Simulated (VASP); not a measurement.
Here is a VASP 6.6.1 calculation.

File INCAR:

```
  ALGO = Fast
  EDIFF = 1E-7
  EDIFFG = -0.01
  ENCUT = 600
  GGA = PE
  IBRION = 2
  ISIF = 3
  ISMEAR = -1
  ISPIN = 2
  IVDW = 12
  LASPH = True
  LCHARG = False
  LMAXMIX = 4
  LORBIT = 11
  LREAL = False
  LWAVE = False
  MAGMOM = 3 0
  NELM = 150
  NSW = 60
  PREC = Accurate
  SIGMA = 0.05
```

Contents of KPOINTS:

```
k-points
0
Gamma
  10 10 10
```

File POSCAR:

```
FeO
1.0
    0.0000000000      2.1554000000      2.1554000000
    2.1554000000      0.0000000000      2.1554000000
    2.1554000000      2.1554000000      0.0000000000
Fe O
1 1
Direct
    0.0000000000      0.0000000000      0.0000000000
    0.5000000000      0.5000000000      0.5000000000
```

Potentials or basis: VASP PAW PBE potentials, release 64 (Fe, O).

Run with:

```console
$ cat potpaw_PBE.64/Fe/POTCAR potpaw_PBE.64/O/POTCAR > POTCAR
$ mpirun -np 1 vasp_std > vasp.out
```

Question: Predict the relaxed cell.

Answer: a = 3.028 Å, b = 3.028 Å, c = 3.028 Å, α = 60.00°, β = 60.00°, γ = 60.00°.

Question: Predict the space group after relaxing (to 0.05 Å).

Answer: Fm-3m (No. 225).

Question: Predict the net moment.

Answer: 4.00 μB per cell.

Final structure:
```
Fe O
1.0
     0.00000    2.14141    2.14141
     2.14141    0.00000    2.14141
     2.14141    2.14141    0.00000
Fe O
1 1
Direct
  0.00000 0.00000 0.00000
  0.50000 0.50000 0.50000
```

Caveat: a cell with one magnetic atom can't hold antiferromagnetic order, which such compounds often take.
